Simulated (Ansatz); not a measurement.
Wanted: the native input for an Ansatz 0.2.0 run.

```
Task                : relaxation of cell and atoms
Functional          : RPBE
Dispersion          : D3(BJ)
Potentials or basis : Ansatz PAW
Cutoff              : 420 eV (not typed: the program's choice for these potentials)
k mesh              : 8 × 8 × 3
Occupations         : fermi-dirac, width 0.05 eV
Spin                : no spin polarisation
```

Crystal: ZnS (Wurtzite-4H).

```
Zn S
1.0
     3.82270    0.00000    0.00000
    -1.91135    3.31056    0.00000
     0.00000    0.00000   12.52000
Zn S
4 4
Direct
  0.66667 0.33333 0.75000
  0.33333 0.66667 0.25000
  0.00000 0.00000 0.50000
  0.00000 0.00000 0.00000
  0.66667 0.33333 0.93750
  0.33333 0.66667 0.43750
  0.00000 0.00000 0.68750
  0.00000 0.00000 0.18750
```

These files were run (other wordings do the same):

input.yaml

```yaml
crystal:
  lattice:
    - [3.8227, 0.0, 0.0]
    - [-1.91135, 3.310555311, 0.0]
    - [0.0, 0.0, 12.52]
  atoms:
    - { symbol: Zn, position: [0.6666666667, 0.3333333333, 0.75] }
    - { symbol: Zn, position: [0.3333333333, 0.6666666667, 0.25] }
    - { symbol: Zn, position: [0.0, 0.0, 0.5] }
    - { symbol: Zn, position: [0.0, 0.0, 0.0] }
    - { symbol: S, position: [0.6666666667, 0.3333333333, 0.9375] }
    - { symbol: S, position: [0.3333333333, 0.6666666667, 0.4375] }
    - { symbol: S, position: [0.0, 0.0, 0.6875] }
    - { symbol: S, position: [0.0, 0.0, 0.1875] }
hamiltonian:
  xc: rpbe
  pseudopotentials: { kind: paw }
  dispersion: d3bj
kpoints:
  mp_grid: { grid: [8, 8, 3] }
scf:
  occupations: { method: fermi_dirac, width: 0.05 }
output:
  forces: true
  stress: true
  eigenvalues: true
relax:
  f_tol: 0.01
  max_steps: 40
  cell: { stress_tol: 0.05 }
```

Potentials or basis: Ansatz PAW.

Command:

```sh
$ ansatz run input.yaml --threads 4 --pin off --max-ram 11264MiB --backend cpu --events-out ev --progress --plain --runs-dir out
```

Results of the run:

The relaxed volume is 18.13 Å³/atom. The relaxed cell is a = 3.713 Å, b = 3.713 Å, c = 12.144 Å, α = 90.00°, β = 90.00°, γ = 120.00°, the space group after relaxing (to 0.05 Å) is P6_3mc (No. 186) and the energy gained by relaxing is 35.3 meV/atom. The ionic steps are 6, the pressure after relaxing is 0.0 GPa and the band gap on the k mesh is 2.69 eV, direct.

Caveat: odd divisions of the mesh miss points on the zone boundary, where band edges often lie, so the gap on the mesh can be too wide; the plane-wave basis is chosen anew once the cell has moved, so the energies of steps on either side of that aren't comparable; the PAW data sets come from PBE, with cores solved anew for the run's functional, which leaves a small shift of forces and pressure.

It took 23 s on 4 threads of Intel(R) Xeon(R) Processor @ 2.70GHz, on a shared host, peak memory 0.58 GiB.
